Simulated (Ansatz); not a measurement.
# ZnSe: band gap under strain

How does strain move the band edges of zincblende ZnSe, and do the functionals agree on it? States: no strain; -4.0 % strain along z alone; -3.0 % strain along z alone.

Code: Ansatz 0.2.0. PAW datasets, plane waves. (Simulation; spin polarisation is off.)

## 1. Starting point

The unstrained cell was relaxed with r2SCAN; in each strained cell the atoms were relaxed again with r2SCAN. Names of k-points are those of the unstrained zone, where strain can split equivalent points. First state: no strain.

The symmetry is F-43m (No. 216, cubic); conventional cell a = 5.665 Å, 22.72 Å³ an atom. Around Zn lie 4 Se at 2.45 Å; around Se lie 4 Zn at 2.45 Å.

Structure file:

```
Zn Se
1.0
     0.00000    2.83242    2.83242
     2.83242    0.00000    2.83242
     2.83242    2.83242    0.00000
Zn Se
1 1
Cartesian
  0.0000 0.0000 0.0000
  1.4162 1.4162 1.4162
```

## 2. No strain: PBE

The input, input.yaml:

```yaml
crystal:
  lattice:
    - [0.0, 2.8324206844, 2.8324206844]
    - [2.8324206844, 0.0, 2.8324206844]
    - [2.8324206844, 2.8324206844, 0.0]
  atoms:
    - { symbol: Zn, position: [0.0, 0.0, 0.0] }
    - { symbol: Se, position: [0.25, 0.25, 0.25] }
kpoints:
  mp_grid: { grid: [8, 8, 8] }
  band_path:
    path:
      - [0.0, 0.0, 0.0]
      - [-0.5, -0.5, 0.0]
      - [-0.375, -0.375, 0.25]
      - [-0.375, 0.0, 0.375]
      - [0.0, 0.0, 0.5]
      - [-0.5, -0.25, 0.25]
    npoints: 1
hamiltonian:
  xc: pbe
scf:
  occupations: { method: fermi_dirac, width: 0.02 }
  n_extra_bands: 4
output:
  forces: true
  stress: true
  eigenvalues: true
```

On the command line:

```console
> ansatz run input.yaml --threads 2 --pin off --max-ram 18432MiB --backend cpu --events-out ev --progress --plain --runs-dir out
```

After this run come: No strain: r2SCAN; No strain: HSE06; No strain: r2SCAN+SOC; No strain: r2SCAN; No strain: G0W0@PBE; -4.0 % strain along z alone: PBE; -4.0 % strain along z alone: r2SCAN; -4.0 % strain along z alone: HSE06; -4.0 % strain along z alone: r2SCAN+SOC; -4.0 % strain along z alone: r2SCAN; -4.0 % strain along z alone: G0W0@PBE; -3.0 % strain along z alone: PBE; -3.0 % strain along z alone: r2SCAN; -3.0 % strain along z alone: HSE06; -3.0 % strain along z alone: r2SCAN+SOC; -3.0 % strain along z alone: r2SCAN; -3.0 % strain along z alone: G0W0@PBE.

**Question.** What will these runs give?

**Answer**, as computed:

Least gap in eV (negative: overlap), with the change from the unstrained cell in brackets. G0W0 is on its own coarse mesh.

```
                      state  volume change (%)           PBE        r2SCAN         HSE06          G0W0
                  no strain               +0.0          1.29          1.87          2.42          2.27
-4.0 % strain along z alone               -4.0  1.36 (+0.07)  1.94 (+0.07)  2.50 (+0.08)  2.39 (+0.12)
-3.0 % strain along z alone               -3.0  1.34 (+0.05)  1.92 (+0.05)  2.48 (+0.06)  2.36 (+0.09)
```

In words: The largest move of the HSE06 gap in the table is +0.082 eV, under -4.0 % strain along z alone. PBE and HSE06 differ by 1.13 eV on the unstrained gap, and by at most 0.02 eV on its change: PBE follows the response to strain far better than the gap itself. No extrapolation in bands, cutoff or mesh was made for G0W0.
